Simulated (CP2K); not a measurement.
# Al (Fm-3m) in CP2K: equation of state

How stiff is Al in PBEsol, and what volume does it want? The cell is scaled to several volumes.

All numbers are computed with CP2K 2026.2; they aren't measurements. Logs are shortened: lines on timing, memory, paths and dates and some standing lists are left out, and cuts for length are marked.

**What was measured.**

From “The interpretation of polycrystalline coherent inelastic neutron scattering from aluminium”, 2013, pmc:3831299, for a bulk crystal of Al: bulk modulus 76.9 GPa.

The results are compared with them further down.

## Step 1: Starting point

Symmetry: Fm-3m, No. 225, cubic system. The conventional cell has a = 4.050 Å, b = 4.050 Å, c = 4.050 Å, α = 90.00°, β = 90.00°, γ = 90.00°. Al (site symmetry m-3m) has 12 Al at 2.86 Å as nearest neighbours.

## Step 2: Single point, PBEsol, 16.60 Å³/atom

File al_eos.inp:

```
&GLOBAL
  PROJECT al_eos
  RUN_TYPE ENERGY_FORCE
  PRINT_LEVEL LOW
&END GLOBAL
&FORCE_EVAL
  METHOD QS
  STRESS_TENSOR ANALYTICAL
  &DFT
    BASIS_SET_FILE_NAME BASIS_MOLOPT_UZH
    POTENTIAL_FILE_NAME POTENTIAL_UZH
    &MGRID
      CUTOFF 450
      REL_CUTOFF 60
      NGRIDS 4
    &END MGRID
    &QS
      METHOD GPW
      EPS_DEFAULT 1.0E-10
    &END QS
    &KPOINTS
      SCHEME MONKHORST-PACK 11 11 11
      GAMMA_CENTERED T
      SYMMETRY T
      SYMMETRY_BACKEND SPGLIB
    &END KPOINTS
    &SCF
      SCF_GUESS ATOMIC
      EPS_SCF 1.0E-6
      MAX_SCF 100
      ADDED_MOS 8
      CHOLESKY OFF
      EPS_EIGVAL 1.0E-7
      &DIAGONALIZATION ON
        ALGORITHM STANDARD
      &END DIAGONALIZATION
      &MIXING ON
        METHOD BROYDEN_MIXING
        ALPHA 0.4
        BETA 1.5
        NBUFFER 8
      &END MIXING
      &SMEAR ON
        METHOD FERMI_DIRAC
        ELECTRONIC_TEMPERATURE 580.23
      &END SMEAR
    &END SCF
    &XC
      &XC_FUNCTIONAL
        &GGA_X_PBE_SOL
        &END GGA_X_PBE_SOL
        &GGA_C_PBE_SOL
        &END GGA_C_PBE_SOL
      &END XC_FUNCTIONAL
    &END XC
    &PRINT
      &KPOINTS ON
      &END KPOINTS
      &MULLIKEN ON
      &END MULLIKEN
      &MO ON
        ENERGIES T
        OCCUPATION_NUMBERS T
        &EACH
          QS_SCF 0
        &END EACH
        ADD_LAST NUMERIC
      &END MO
    &END PRINT
  &END DFT
  &SUBSYS
    &CELL
      ABC 2.8635066922 2.8635066922 2.8635066922
      ALPHA_BETA_GAMMA 59.9999999991 59.9999999996 59.9999999995
      PERIODIC XYZ
    &END CELL
    &COORD
      SCALED
      Al  0.0000000000 0.0000000000 0.0000000000
    &END COORD
    &KIND Al
      BASIS_SET TZVP-MOLOPT-PBE-GTH-q3
      POTENTIAL GTH-PBE-q3
    &END KIND
    &PRINT
      &ATOMIC_COORDINATES ON
      &END ATOMIC_COORDINATES
      &CELL ON
      &END CELL
    &END PRINT
  &END SUBSYS
  &PRINT
    &FORCES ON
    &END FORCES
    &STRESS_TENSOR ON
    &END STRESS_TENSOR
  &END PRINT
&END FORCE_EVAL
```

Potentials or basis: POTENTIAL_UZH Al GTH-PBE-q3; TZVP-MOLOPT-PBE-GTH basis.

On the command line:

```console
$ OMP_NUM_THREADS=1 cp2k.psmp -i al_eos.inp -o al_eos.out
```

al_eos.out:

```text

 CP2K| version string:                                       CP2K version 2026.2
 CP2K| Input file name                                                al_eos.inp

 GLOBAL| Force Environment number                                              1
 GLOBAL| Basis set file name                                    BASIS_MOLOPT_UZH
 GLOBAL| Potential file name                                       POTENTIAL_UZH
 GLOBAL| MM Potential file name                                     MM_POTENTIAL
 GLOBAL| Coordinate file name                                      __STD_INPUT__
 GLOBAL| Method name                                                        CP2K
 GLOBAL| Project name                                                     al_eos
 GLOBAL| Run type                                                   ENERGY_FORCE
 GLOBAL| FFT library                                                       FFTW3
[... 8 lines left out ...]
 GLOBAL| CPU model name                                                  UNKNOWN

 CELL| Volume [angstrom^3]:                                            16.602734
 CELL| Vector a [angstrom]:       2.864     0.000     0.000   |a| =     2.863507
 CELL| Vector b [angstrom]:       1.432     2.480     0.000   |b| =     2.863507
 CELL| Vector c [angstrom]:       1.432     0.827     2.338   |c| =     2.863507
 CELL| Angle (b,c), alpha [degree]:                                    60.000000
 CELL| Angle (a,c), beta  [degree]:                                    60.000000
 CELL| Angle (a,b), gamma [degree]:                                    60.000000
 CELL| Numerically orthorhombic:                                              NO
 CELL| Periodicity                                                           XYZ

 CELL_REF| Volume [angstrom^3]:                                        16.602734
 CELL_REF| Vector a [angstrom     2.864     0.000     0.000   |a| =     2.863507
 CELL_REF| Vector b [angstrom     1.432     2.480     0.000   |b| =     2.863507
 CELL_REF| Vector c [angstrom     1.432     0.827     2.338   |c| =     2.863507
 CELL_REF| Angle (b,c), alpha [degree]:                                60.000000
 CELL_REF| Angle (a,c), beta  [degree]:                                60.000000
[... 12 lines left out ...]
 TOTAL NUMBERS AND MAXIMUM NUMBERS

  Total number of            - Atomic kinds:                                   1
                             - Atoms:                                          1
                             - Shell sets:                                     1
                             - Shells:                                         7
                             - Primitive Cartesian functions:                  4
                             - Cartesian basis functions:                     18
                             - Spherical basis functions:                     17

  Maximum angular momentum of- Orbital basis functions:                        2
                             - Local part of the GTH pseudopotential:          0
                             - Non-local part of the GTH pseudopotential:      2

[... 107 lines left out ...]
    10 Broy./Diag. 0.40E+00    3.9     0.00000049        -2.0711989083 -3.89E-06

  *** SCF run converged in    10 steps ***

  Electronic density on regular grids:         -2.9999999999        0.0000000001
  Core density on regular grids:                2.9999999992       -0.0000000008
  Total charge density on r-space grids:       -0.0000000007
  Total charge density g-space grids:          -0.0000000007

  Overlap energy of the core charge distribution:               0.00000000000000
  Self energy of the core charge distribution:                 -5.64177408513588
  Core Hamiltonian energy:                                      1.16835516956998
  Hartree energy:                                               3.20347007353226
  Exchange-correlation energy:                                 -0.80109868283699
  Electronic entropic energy:                                  -0.00015138346257
  Fermi energy:                                                 0.25858389064111

  Total energy:                                                -2.07119890832390
  Total energy (extrapolated to T->0):                         -2.07112321659262

 MO| EIGENVALUES AND OCCUPATION NUMBERS FOR K POINT 1
 MO|
 MO|  Index      Eigenvalue [a.u.]        Eigenvalue [eV]             Occupation
 MO|      1               0.050423               1.372081               2.000000
 MO|      2               0.137782               3.749235               2.000000
 MO|      3               0.669512              18.218347               0.000000
 MO|      4               0.669525              18.218700               0.000000
 MO|      5               0.728255              19.816838               0.000000
 MO|      6               0.728256              19.816852               0.000000
 MO|      7               0.839263              22.837503               0.000000
 MO|      8               1.190707              32.400798               0.000000
 MO|      9               1.190713              32.400950               0.000000
 MO|     10               1.336874              36.378194               0.000000
 MO| Sum:                                                               4.000000
 MO| E(Fermi):            0.258584 a.u.          7.036426 eV
 MO| Band gap:            0.531730 a.u.         14.469112 eV
[... 197 lines left out ...]
 MO|
 MO|  Index      Eigenvalue [a.u.]        Eigenvalue [eV]             Occupation
 MO|      1               0.007892               0.214742               2.000000
 MO|      2               0.320603               8.724040               0.000000
 MO|      3               0.445431              12.120784               0.000000
 MO|      4               0.480896              13.085856               0.000000
 MO|      5               0.714568              19.444385               0.000000
 MO|      6               0.834248              22.701035               0.000000
 MO|      7               0.955152              25.991010               0.000000
 MO|      8               1.100135              29.936185               0.000000
 MO|      9               1.190773              32.402584               0.000000
 MO|     10               1.470929              40.026013               0.000000
 MO| Sum:                                                               2.000000
 MO| E(Fermi):            0.258584 a.u.          7.036426 eV

 [... the levels of further k-points ...]

 !-----------------------------------------------------------------------------!
                     Mulliken Population Analysis

 #  Atom  Element  Kind  Atomic population                           Net charge
       1     Al       1          3.000000                              0.000000
 # Total charge                              3.000000                  0.000000

 !-----------------------------------------------------------------------------!

 ENERGY| Total FORCE_EVAL ( QS ) energy [hartree]             -2.071198457029202

 FORCES| Atomic forces [hartree/bohr]
 FORCES|   Atom     x               y               z               |f|
 FORCES|      1  1.17771368E-15  1.10467946E-15  1.46100762E-15   2.17758340E-15
 FORCES| Sum     1.17771368E-15  1.10467946E-15  1.46100762E-15
 FORCES| Total atomic force                                       2.17758340E-15

 STRESS| Analytical stress tensor [bar]
 STRESS|                        x                   y                   z
 STRESS|      x       -6.53108176633E+03  -9.81188640681E-02  -7.14517961637E-02
 STRESS|      y       -9.81188640681E-02  -6.53370742148E+03  -1.65350784249E-01
 STRESS|      z       -7.14517961637E-02  -1.65350784249E-01  -6.53176829299E+03
 STRESS| 1/3 Trace                                            -6.53218582694E+03
 STRESS| Determinant                                          -2.78724775105E+11

 STRESS| Eigenvectors and eigenvalues of the analytical stress tensor [bar]
 STRESS|                        1                   2                   3
 STRESS| Eigenvalues  -6.53372549830E+03  -6.53176008399E+03  -6.53107189852E+03
 STRESS|      x           0.039260924634      0.091625659494      0.995019255250
 STRESS|      y           0.995560773701     -0.088833577145     -0.031102113100
 STRESS|      z           0.085541368147      0.991823237323     -0.094706600834
```

Wall time 47 s (1 thread of Arm Neoverse V1, shared host); peak memory 0.21 GiB.

Results:

```
Free energy            : -56.3602 eV
Pressure               : -0.7 GPa
Band gap on the k mesh : none (metal or under the smearing width)
```

Caveat: the potentials were made for another functional, which shifts forces and pressure; the basis of atomic orbitals isn't converged, which shifts pressures, moduli and gaps.

## Step 3: Single point, PBEsol, 16.27 Å³/atom (volume scaled by 0.98)

al_eos.inp, as its differences from that of step 2:

```diff
@@ -11,2 +11,3 @@
     POTENTIAL_FILE_NAME POTENTIAL_UZH
+    WFN_RESTART_FILE_NAME previous-RESTART.kp
     &MGRID
@@ -27,3 +28,3 @@
     &SCF
-      SCF_GUESS ATOMIC
+      SCF_GUESS RESTART
       EPS_SCF 1.0E-6
@@ -72,4 +73,4 @@
     &CELL
-      ABC 2.8635066922 2.8635066922 2.8635066922
-      ALPHA_BETA_GAMMA 59.9999999991 59.9999999996 59.9999999995
+      ABC 2.8442879474 2.8442879474 2.8442879474
+      ALPHA_BETA_GAMMA 59.9999999987 59.9999999999 59.9999999997
       PERIODIC XYZ
```

Potentials or basis: POTENTIAL_UZH Al GTH-PBE-q3; TZVP-MOLOPT-PBE-GTH basis.

On the command line:

```console
$ OMP_NUM_THREADS=1 cp2k.psmp -i al_eos.inp -o al_eos.out
```

Wall time 36 s (1 thread of Arm Neoverse V1, shared host); peak memory 0.21 GiB.

The run converged. Its results:

```
Free energy            : -56.3599 eV
Pressure               : 1.0 GPa
Band gap on the k mesh : none (metal or under the smearing width)
```

Caveat: the potentials were made for another functional, which shifts forces and pressure; the basis of atomic orbitals isn't converged, which shifts pressures, moduli and gaps.

## Step 4: Single point, PBEsol, 16.93 Å³/atom (volume scaled by 1.02)

al_eos.inp, as its differences from that of step 3:

```diff
@@ -73,4 +73,4 @@
     &CELL
-      ABC 2.8442879474 2.8442879474 2.8442879474
-      ALPHA_BETA_GAMMA 59.9999999987 59.9999999999 59.9999999997
+      ABC 2.8824708653 2.8824708653 2.8824708653
+      ALPHA_BETA_GAMMA 59.9999999991 59.9999999987 59.9999999990
       PERIODIC XYZ
```

On the command line:

```console
$ OMP_NUM_THREADS=1 cp2k.psmp -i al_eos.inp -o al_eos.out
```

Run time: 35 s. Hardware: 1 thread of Arm Neoverse V1, shared host; peak memory 0.21 GiB.

The run converged. Its results:

* Free energy: -56.3573 eV
* Pressure: -2.1 GPa
* Band gap on the k mesh: none (metal or under the smearing width)

Caveat: the potentials were made for another functional, which shifts forces and pressure; the basis of atomic orbitals isn't converged, which shifts pressures, moduli and gaps.

## Step 5: Single point, PBEsol, 15.94 Å³/atom (volume scaled by 0.96)

al_eos.inp, as its differences from that of step 4:

```diff
@@ -73,4 +73,4 @@
     &CELL
-      ABC 2.8824708653 2.8824708653 2.8824708653
-      ALPHA_BETA_GAMMA 59.9999999991 59.9999999987 59.9999999990
+      ABC 2.8248059117 2.8248059116 2.8248059116
+      ALPHA_BETA_GAMMA 59.9999999988 60.0000000002 59.9999999999
       PERIODIC XYZ
```

On the command line:

```console
$ OMP_NUM_THREADS=1 cp2k.psmp -i al_eos.inp -o al_eos.out
```

Run time: 37 s. Hardware: 1 thread of Arm Neoverse V1, shared host; peak memory 0.21 GiB.

Results (log left out):

```
Free energy            : -56.3559 eV
Pressure               : 2.8 GPa
Band gap on the k mesh : none (metal or under the smearing width)
```

Caveat: the potentials were made for another functional, which shifts forces and pressure; the basis of atomic orbitals isn't converged, which shifts pressures, moduli and gaps.

## Step 6: Single point, PBEsol, 17.27 Å³/atom (volume scaled by 1.04)

al_eos.inp, as its differences from that of step 5:

```diff
@@ -73,4 +73,4 @@
     &CELL
-      ABC 2.8248059117 2.8248059116 2.8248059116
-      ALPHA_BETA_GAMMA 59.9999999988 60.0000000002 59.9999999999
+      ABC 2.9011887331 2.9011887331 2.9011887331
+      ALPHA_BETA_GAMMA 59.9999999995 59.9999999991 59.9999999988
       PERIODIC XYZ
```

Potentials or basis: POTENTIAL_UZH Al GTH-PBE-q3; TZVP-MOLOPT-PBE-GTH basis.

On the command line:

```console
$ OMP_NUM_THREADS=1 cp2k.psmp -i al_eos.inp -o al_eos.out
```

Wall time 32 s (1 thread of Arm Neoverse V1, shared host); peak memory 0.21 GiB.

Results (log left out):

```
Free energy            : -56.3514 eV
Pressure               : -3.5 GPa
Band gap on the k mesh : none (metal or under the smearing width)
```

Caveat: the potentials were made for another functional, which shifts forces and pressure; the basis of atomic orbitals isn't converged, which shifts pressures, moduli and gaps.

## Step 7: Single point, PBEsol, 15.61 Å³/atom (volume scaled by 0.94)

al_eos.inp, as its differences from that of step 6:

```diff
@@ -73,4 +73,4 @@
     &CELL
-      ABC 2.9011887331 2.9011887331 2.9011887331
-      ALPHA_BETA_GAMMA 59.9999999995 59.9999999991 59.9999999988
+      ABC 2.8050513779 2.8050513778 2.8050513778
+      ALPHA_BETA_GAMMA 59.9999999989 60.0000000002 60.0000000000
       PERIODIC XYZ
```

On the command line:

```console
$ OMP_NUM_THREADS=1 cp2k.psmp -i al_eos.inp -o al_eos.out
```

Run time: 42 s. Hardware: 1 thread of Arm Neoverse V1, shared host; peak memory 0.2 GiB.

It converged, with:

```
Free energy            : -56.3480 eV
Pressure               : 4.9 GPa
Band gap on the k mesh : none (metal or under the smearing width)
```

Caveat: the potentials were made for another functional, which shifts forces and pressure; the basis of atomic orbitals isn't converged, which shifts pressures, moduli and gaps.

(Continued in part 2 of 2.)
